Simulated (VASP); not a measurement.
# GaN (I4mm) in VASP: a series of runs

Runs on GaN. Level: LDA. Tasks: single point.

Program: VASP 6.6.1. These are calculated values, not measurements. Logs are shortened: lines on timing, memory, paths and dates and some standing lists are left out, and cuts for length are marked.

### 1 The cell of the first run

It takes space group I4mm (No. 107, tetragonal). The conventional cell has a = 3.020 Å, b = 3.020 Å, c = 4.270 Å, α = 90.00°, β = 90.00°, γ = 90.00°. Around Ga (site symmetry 4mm) lie 1 N at 1.84 Å. N (site symmetry 4mm) has 1 Ga at 1.84 Å as nearest neighbours.

Measurements of this composition are mostly on another form, of space group No. 186.

### 2 Single point, LDA (atom 1 (Ga) moved by (-0.300, +0.000) A along x and z)

INCAR

```
ALGO = Normal
EDIFF = 1E-6
ENCUT = 520
GGA = CA
ISIF = 2
ISMEAR = 0
LASPH = T
LCHARG = F
LREAL = F
LWAVE = F
NBANDS = 16
NELM = 100
PREC = Accurate
SIGMA = 0.03
```

KPOINTS

```
k-points
0
Gamma
  14 14 14
```

POSCAR

```
GaN
1.0
    0.0000000000      2.1352350000      2.1352350000
    2.1352350000      0.0000000000      2.1352350000
    2.1352350000      2.1352350000      0.0000000000
Ga N
1 1
Direct
    0.0702498788     -0.0702498788     -0.0702498788
    0.5000000000      0.5000000000      0.5000000000
```

Potentials or basis: VASP PAW LDA potentials, release 64 (Ga_d, N).

Command:

```console
$ cat potpaw_LDA.64/Ga_d/POTCAR potpaw_LDA.64/N/POTCAR > POTCAR
$ mpirun -np 1 vasp_std > vasp.out
```

OUTCAR:

```text
EDIFF = 1E-6
   ENCUT = 520
   GGA = CA
   ISIF = 2
   ISMEAR = 0
   LASPH = T
   LREAL = F
   NELM = 100
   PREC = Accurate

 ion  position               nearest neighbor table
   1  0.070  0.930  0.930-   2 1.84   2 2.16   2 2.16   2 2.16   2 2.16
   2  0.500  0.500  0.500-   1 1.84   1 2.16   1 2.16   1 2.16   1 2.16

  LATTYP: Found a face centered cubic cell.
 ALAT       =     4.2704700000

  Lattice vectors:

 A1 = (   0.0000000000,   2.1352350000,   2.1352350000)
 A2 = (   2.1352350000,   0.0000000000,   2.1352350000)
 A3 = (   2.1352350000,   2.1352350000,   0.0000000000)

Analysis of symmetry for initial positions (statically):
=====================================================================
 Subroutine PRICEL returns:
 Original cell was already a primitive cell.

 Routine SETGRP: Setting up the symmetry group for a
 face centered cubic supercell.

 Subroutine GETGRP returns: Found  8 space group operations
 (whereof  8 operations were pure point group operations)
 out of a pool of 48 trial point group operations.

The static configuration has the point symmetry C_4v.

Analysis of symmetry for dynamics (positions and initial velocities):
=====================================================================
 Subroutine PRICEL returns:
 Original cell was already a primitive cell.

 Routine SETGRP: Setting up the symmetry group for a
 face centered cubic supercell.

 Subroutine GETGRP returns: Found  8 space group operations
 (whereof  8 operations were pure point group operations)
 out of a pool of 48 trial point group operations.

The dynamic configuration has the point symmetry C_4v.

 Subroutine INISYM returns: Found  8 space group operations
 (whereof  8 operations are pure point group operations),
 and found     1 'primitive' translations

----------------------------------------------------------------------------------------

                                     Primitive cell

  volume of cell :      19.4700

  direct lattice vectors                    reciprocal lattice vectors
     0.000000000  2.135235000  2.135235000    -0.234166263  0.234166263  0.234166263
     2.135235000  0.000000000  2.135235000     0.234166263 -0.234166263  0.234166263
     2.135235000  2.135235000  0.000000000     0.234166263  0.234166263 -0.234166263

  length of vectors
     3.019678296  3.019678296  3.019678296     0.405587864  0.405587864  0.405587864

  position of ions in fractional coordinates (direct lattice)
     0.070249879  0.929750121  0.929750121
     0.500000000  0.500000000  0.500000000

  ion indices of the primitive-cell ions
   primitive index   ion index
                 1           1
                 2           2

----------------------------------------------------------------------------------------

 KPOINTS: k-points

Automatic generation of k-mesh.
 Grid dimensions read from file:
 generate k-points for:   14   14   14

 Generating k-lattice:

  Cartesian coordinates                     Fractional coordinates (reciprocal lattice)
    -0.016726162  0.016726162  0.016726162     0.071428571  0.000000000  0.000000000
     0.016726162 -0.016726162  0.016726162     0.000000000  0.071428571  0.000000000
     0.016726162  0.016726162 -0.016726162     0.000000000  0.000000000  0.071428571

  Length of vectors
     0.028970562  0.028970562  0.028970562

  Shift w.r.t. Gamma in fractional coordinates (k-lattice)
     0.000000000  0.000000000  0.000000000

 Subroutine IBZKPT returns following result:
 ===========================================

 Found    244 irreducible k-points:

 Following reciprocal coordinates:
            Coordinates               Weight
  0.000000  0.000000  0.000000      1.000000
  0.071429  0.000000  0.000000      8.000000
  0.142857  0.000000  0.000000      8.000000
  0.214286  0.000000  0.000000      8.000000
  0.285714  0.000000  0.000000      8.000000
  0.357143  0.000000  0.000000      8.000000
[... 16 lines left out ...]
 -0.428571  0.071429  0.000000     16.000000
  0.000000 -0.428571  0.071429      8.000000
 [... further k-points ...]
   k-points           NKPTS =    244   k-points in BZ     NKDIM =    244   number of bands    NBANDS=     16
   number of dos      NEDOS =    301   number of ions     NIONS =      2
   total plane-waves  NPLWV =  13824
   dimension x,y,z NGX =    24 NGY =   24 NGZ =   24
   dimension x,y,z NGXF=    48 NGYF=   48 NGZF=   48
   ions per type =               1   1
   NGX,Y,Z   is equivalent  to a cutoff of  13.21, 13.21, 13.21 a.u.
   NGXF,Y,Z  is equivalent  to a cutoff of  26.43, 26.43, 26.43 a.u.
 SYSTEM =  unknown system
   PREC   = accura    normal or accurate (medium, high low for compatibility)
   ISTART =      0    job   : 0-new  1-cont  2-samecut
   ICHARG =      2    charge: 1-file 2-atom 10-const
   ISPIN  =      1    spin polarized calculation?
   LNONCOLLINEAR =      F non collinear calculations
   LSORBIT =      F    spin-orbit coupling
   LASPH  =      T    aspherical Exc in radial PAW
   ENCUT  =  520.0 eV  38.22 Ry    6.18 a.u.   5.61  5.61  5.61*2*pi/ulx,y,z
   NELM   =    100;   NELMIN=  2; NELMDL= -5     # of ELM steps
   EDIFF  = 0.1E-05   stopping-criterion for ELM
   LREAL  =      F    real-space projection
   EDIFFG = 0.1E-04   stopping-criterion for IOM
   NSW    =      0    number of steps for IOM
   IBRION =     -1    ionic relax: 0-MD 1-quasi-New 2-CG
   NFREE  =      0    steps in history (QN), initial steepest desc. (CG)
   ISIF   =      2    stress and relaxation
   ISYM   =      2    0-nonsym 1-usesym 2-fastsym
   POTIM  = 0.5000    time-step for ionic-motion
   TEBEG  =    0.0;   TEEND  =   0.0 temperature during run
   PSTRESS=    0.0 pullay stress
   NELECT =      18.0000    total number of electrons
   NUPDOWN=      -1.0000    fix difference up-down
   EMIN   =  10.00;   EMAX   =-10.00  energy-range for DOS
   EFERMI =   0.00;   METHOD = LEGACY
   ISMEAR =     0;   SIGMA  =   0.03  broadening in eV -4-tet -1-fermi 0-gaus
   EFERMI_NEDOS =   21; number of points for ismear=-14 and -15
   IALGO  =     38    algorithm
   IMIX   =      4    mixing-type and parameters
     AMIX     =   0.40;   BMIX     =  1.00
     AMIX_MAG =   1.60;   BMIX_MAG =  1.00
  volume/ion in A,a.u.               =       9.74        65.70
  Fermi-wavevector in a.u.,A,eV,Ry     =   1.594814  3.013761 34.605481  2.543431
  Thomas-Fermi vector in A             =   2.692830
   LORBIT       =      0    0 simple, 1 ext, 2 COOP (PROOUT), +10 PAW based schemes
   GGA     = CA    functional components
   LHFCALC =     F    Hartree Fock is set to
   AEXX    =    0.0000 exact exchange contribution
   IVDW    =     0    specifies the selected vdW correction
   LEPSILON=     F    determine dielectric tensor
   LRPA    =     F    only Hartree local field effects (RPA)
 non-spin polarized calculation
 Gauss-broadening in eV      SIGMA  =   0.03
  energy-cutoff  :      520.00
  volume of cell :       19.47
 maximum number of plane-waves:       544
   NGX = 11   NGY = 11   NGZ = 11

 number of electron      17.9999998 magnetization

 Free energy of the ion-electron system (eV)
  ---------------------------------------------------
  ext. energy  EPLUGINS =         0.00000000
  ---------------------------------------------------
  free energy    TOTEN  =       -12.87846830 eV

  energy without entropy =      -12.87846830  energy(sigma->0) =      -12.87846830

 E-fermi :   7.3872     XC(G=0): -13.2675

 val. band max:        7.2626111323   @ k =   0.0000  -0.1429   0.1429
 cond. band min:       7.5379666112   @ k =   0.5000   0.5000   0.0000
 fundamental gap:      0.2753554789
 Fermi energy:         7.3872436019

 k-point     1 :       0.0000    0.0000    0.0000
  band No.  band energies     occupation
      1      -9.7432      2.00000
      2      -6.8349      2.00000
      3      -6.8349      2.00000
      4      -6.8115      2.00000
      5      -6.8034      2.00000
      6      -6.7098      2.00000
[... 8 lines left out ...]
     15      23.2239      0.00000
     16      23.8318      0.00000

 k-point     2 :       0.0714    0.0000    0.0000
  band No.  band energies     occupation
      1      -9.6510      2.00000
      2      -6.8423      2.00000
      3      -6.8294      2.00000
      4      -6.8090      2.00000
      5      -6.7965      2.00000
      6      -6.7145      2.00000
[... 8 lines left out ...]
     15      23.5687      0.00000
     16      23.6168      0.00000

 k-point     3 :       0.1429    0.0000    0.0000
  band No.  band energies     occupation
      1      -9.3819      2.00000
      2      -6.8644      2.00000
      3      -6.8223      2.00000
      4      -6.8045      2.00000
      5      -6.7685      2.00000
      6      -6.7192      2.00000
[... 8 lines left out ...]
     15      23.6223      0.00000
     16      23.8447      0.00000

 k-point     4 :       0.2143    0.0000    0.0000
  band No.  band energies     occupation
      1      -8.9635      2.00000
      2      -6.8958      2.00000
      3      -6.8361      2.00000
      4      -6.7845      2.00000
      5      -6.7229      2.00000
      6      -6.7015      2.00000
[... 8 lines left out ...]
     15      24.2690      0.00000
     16      24.4624      0.00000
[... 324 lines left out ...]
 k-point    22 :       0.0000    0.5000    0.0714
  band No.  band energies     occupation
      1      -7.7265      2.00000
      2      -6.9684      2.00000
      3      -6.9209      2.00000
      4      -6.6507      2.00000
      5      -6.5844      2.00000
      6      -5.8364      2.00000
[... 8 lines left out ...]
     15      28.1702      0.00000
     16      29.5160      0.00000

 k-point    23 :      -0.4286    0.0714    0.0000
  band No.  band energies     occupation
      1      -7.7277      2.00000
      2      -6.9637      2.00000
      3      -6.9377      2.00000
      4      -6.6461      2.00000
      5      -6.6087      2.00000
      6      -5.9041      2.00000
[... 8 lines left out ...]
     15      28.3323      0.00000
     16      28.8072      0.00000

 k-point    24 :       0.0000   -0.4286    0.0714
  band No.  band energies     occupation
      1      -7.7536      2.00000
      2      -6.9621      2.00000
      3      -6.9237      2.00000
      4      -6.6551      2.00000
      5      -6.5979      2.00000
      6      -5.8828      2.00000
[... 8 lines left out ...]
     15      28.2303      0.00000
     16      28.9445      0.00000

 [... further k-points ...]

------------------------ aborting loop because EDIFF is reached ----------------------------------------

  FORCE on cell =-STRESS in cart. coord.  units (eV):
  Direction    XX          YY          ZZ          XY          YZ          ZX
  --------------------------------------------------------------------------------------
  -------------------------------------------------------------------------------------
  Total        2.9567763     -1.8207834     -1.8207834     -0.0000000      0.0000000      0.0000000
  in kB      243.3111538   -149.8310507   -149.8310507     -0.0000000      0.0000000      0.0000000
  external PRESSURE =     -18.7836492 kB  Pullay stress =       0.0000000 kB

 VOLUME and BASIS-vectors are now :
 -----------------------------------------------------------------------------
  energy-cutoff  :      520.00
  volume of cell :       19.47
      direct lattice vectors                 reciprocal lattice vectors
     0.000000000  2.135235000  2.135235000    -0.234166263  0.234166263  0.234166263
     2.135235000  0.000000000  2.135235000     0.234166263 -0.234166263  0.234166263
     2.135235000  2.135235000  0.000000000     0.234166263  0.234166263 -0.234166263

 POSITION                                       TOTAL-FORCE (eV/Angst)
 -----------------------------------------------------------------------------------
      3.97047      2.13524      2.13524         1.773816      0.000000      0.000000
      2.13524      2.13524      2.13524        -1.773816      0.000000      0.000000
 -----------------------------------------------------------------------------------
    total drift:                                0.000046     -0.000001     -0.000001

  FREE ENERGIE OF THE ION-ELECTRON SYSTEM (eV)
  ---------------------------------------------------
  free  energy   TOTEN  =       -12.8784682957 eV

  energy  without entropy=      -12.8784682957  energy(sigma->0) =      -12.87846830
```

Wall time 29 s (1 thread of Intel Xeon Platinum 8488C (Sapphire Rapids), shared host); peak memory 0.18 GiB.

What came out:

* Free energy: -12.8785 eV
* Pressure: -1.9 GPa
* Largest force: 1.774 eV/Å
* Band gap on the k mesh: 0.28 eV, indirect (least direct gap 2.25 eV)

Forces on the atoms (eV/Å):
```
Ga   1.774  0.000  0.000
N   -1.774  0.000  0.000
```

Caveat: forces of over 1 eV/Å show positions far from the minimum, so gaps and moduli don't describe the material at rest. A k mesh can miss the band edges.

### 3 Single point, LDA (atom 1 (Ga) moved by (-0.150, +0.000) A along x and z)

INCAR

```
SYSTEM = GaN
PREC = Accurate
ENCUT = 520
EDIFF = 1E-6
ISMEAR = 0
SIGMA = 0.03
LREAL = .FALSE.
LASPH = .TRUE.
NELM = 100
ALGO = Fast
ISIF = 2
LWAVE = .FALSE.
LCHARG = .TRUE.
GGA = CA
LELF = .TRUE.
LVHAR = .TRUE.
NBANDS = 16
```

KPOINTS

```
Automatic mesh
0
G
  14 14 14
  0 0 0
```

POSCAR: that of step 2 with these lines changed.

```diff
@@ -8,3 +8,3 @@
 Direct
-    0.0702498788     -0.0702498788     -0.0702498788
+    0.0351249394     -0.0351249394     -0.0351249394
     0.5000000000      0.5000000000      0.5000000000
```

Potentials or basis: VASP PAW LDA potentials, release 64 (Ga_d, N).

Command:

```console
$ cat potpaw_LDA.64/Ga_d/POTCAR potpaw_LDA.64/N/POTCAR > POTCAR
$ mpirun -np 1 vasp_std > vasp.out
```

It took 36 s on 1 thread of Intel Xeon Platinum 8488C (Sapphire Rapids), shared host; peak memory 0.18 GiB.

The run converged. Its results:

```yaml
Free_energy: -13.0182 eV
Pressure: -10.3 GPa
Largest_force: 0.359 eV/Å
Band_gap_on_the_k_mesh: 0.24 eV, indirect (least direct gap 2.39 eV)
```

Forces on the atoms (eV/Å):
```
Ga   0.359  0.000  0.000
N   -0.359  0.000  0.000
```

Stress tensor (GPa, compression positive):
```
 -3.98   0.00   0.00
  0.00 -13.39   0.00
  0.00   0.00 -13.39
```

Levels at points of the mesh, in eV from the valence-band top:
| k point | band 7 | band 8 | band 9 | band 10 | band 11 | band 12 |
| --- | --- | --- | --- | --- | --- | --- |
| (0.00, 0.00, 0.00) | -0.53 | -0.45 | -0.45 | 1.94 | 13.84 | 13.84 |
| (0.50, 0.00, 0.00) | -8.17 | -0.27 | -0.19 | 4.59 | 8.34 | 8.76 |
| (0.50, 0.50, 0.00) | -6.93 | -2.96 | -2.89 | 0.24 | 7.53 | 11.47 |
| (0.00, 0.50, 0.50) | -6.99 | -2.96 | -2.96 | 0.28 | 7.74 | 11.56 |

A k mesh can miss the band edges.
